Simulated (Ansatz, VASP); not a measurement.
# Two plane-wave programs on C

POSCAR

```
C
1.0
    0.0000000000      1.8045302412      1.7323490315
    1.8045302412      0.0000000000      1.7323490315
    1.8045302412      1.8045302412      0.0000000000
C
2
Direct
    0.5000000000      0.5000000000      0.5000000000
    0.7500000000      0.7500000000      0.7500000000
```

File INCAR.step1:

```
SYSTEM = C
  PREC = Accurate
  ENCUT = 520
  ISMEAR = 0
  SIGMA = 0.05
  LREAL = .FALSE.
  LASPH = .TRUE.
  NELM = 100
  NBANDS = 11
  GGA = PE
  ALGO = Normal
  EDIFF = 1E-4
  LWAVE = .TRUE.
  LCHARG = .FALSE.
```

Contents of INCAR.step2:

```
SYSTEM = C
  PREC = Accurate
  ENCUT = 520
  EDIFF = 1E-6
  ISMEAR = 0
  SIGMA = 0.05
  LREAL = .FALSE.
  LASPH = .TRUE.
  NELM = 100
  ALGO = Normal
  ISIF = 2
  LWAVE = .FALSE.
  LCHARG = .FALSE.
  METAGGA = R2SCAN
  LMIXTAU = .TRUE.
  NBANDS = 11
  ISTART = 1
```

Contents of KPOINTS:

```
regular mesh
0
G
  12 12 12
  0 0 0
```

Input for Ansatz:

```yaml
crystal:
  lattice:
    - [0.0, 1.8045302412, 1.7323490315]
    - [1.8045302412, 0.0, 1.7323490315]
    - [1.8045302412, 1.8045302412, 0.0]
  atoms:
    - { symbol: C, position: [0.5, 0.5, 0.5] }
    - { symbol: C, position: [0.75, 0.75, 0.75] }
basis:
  ecutwfc: 500
kpoints:
  mp_grid: { grid: [12, 12, 12] }
hamiltonian:
  xc: r2scan
scf:
  occupations: { method: gaussian, width: 0.05 }
output:
  forces: true
  stress: true
  eigenvalues: true
```

Alike in both runs: task single point; functional r2SCAN; k mesh 12 × 12 × 12; occupations gaussian, width 0.05 eV; no spin polarisation.

|  | VASP | Ansatz |
| --- | --- | --- |
| version | VASP 6.6.1 | Ansatz 0.2.0 |
| potentials or method | VASP PAW PBE potentials, release 64 (C) | scalar-relativistic, plane waves, PAW |
| plane-wave cutoff (eV) | 520 | 500 |
| valence electrons in the cell | 8 | 8 |

```tsv
	VASP	Ansatz	Ansatz less VASP
gap on the k mesh at the Fermi level (eV)	3.28	3.31	+0.030
least direct gap on the mesh (eV)	5.09	5.14	+0.045
pressure (GPa)	1.2	0.1	-1.11
largest component of the traceless stress (GPa)	25.78	25.83	+0.044
```

Caveats: the PAW data sets were made with another functional, which shifts forces and pressure a little (VASP).
